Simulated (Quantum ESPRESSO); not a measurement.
**Yb under changes of volume**

One of the cells (39.836 Å³/atom); the others are scaled copies at fixed shape and fractional positions:

```xyz
1
Lattice="-2.1515 2.1515 2.1515 2.1515 -2.1515 2.1515 2.1515 2.1515 -2.1515" Properties=species:S:1:pos:R:3 pbc="T T T"
Yb    0.0000    0.0000    0.0000
```

This isn't the form of Yb at room conditions, which is fcc.

```yaml
Program: Quantum ESPRESSO 7.5
Functional: PBEsol
Potentials_or_basis: SSSP 1.3 efficiency PBE
Cutoff: 748 eV
Density_cutoff: 5987 eV
k_mesh: 9 × 9 × 9
Occupations: fermi-dirac, width 0.05 eV
Spin: collinear spin, ferromagnetic start
Starting_moments: "[1.0] μB"
```

| volume (Å³/atom) | energy over the lowest point (meV/atom) | pressure (GPa) |
| --- | --- | --- |
| 37.446 | 0.00 | -3.7 |
| 38.242 | 18.47 | -3.9 |
| 39.039 | ? | ? |
| 39.836 | 58.27 | -4.2 |
| 40.633 | 79.40 | -4.4 |
| 41.429 | 101.19 | -4.5 |
| 42.226 | 123.59 | -4.6 |

Task: What does the run at 39.039 Å³/atom give?

Result: Energy over the lowest point 37.94 meV/atom; pressure -4.0 GPa.

Worked out: A Birch-Murnaghan fit of order 3 (a polynomial in V^(-2/3)) to the other rows has no minimum within the range. It gives 37.93 meV/atom at 39.039 Å³/atom, against the run's 37.94, and -dE/dV = -4.0 GPa, against -4.0.

Energies are extrapolated to zero smearing.

Caveats: the potentials were made for another functional, which shifts forces and pressure.
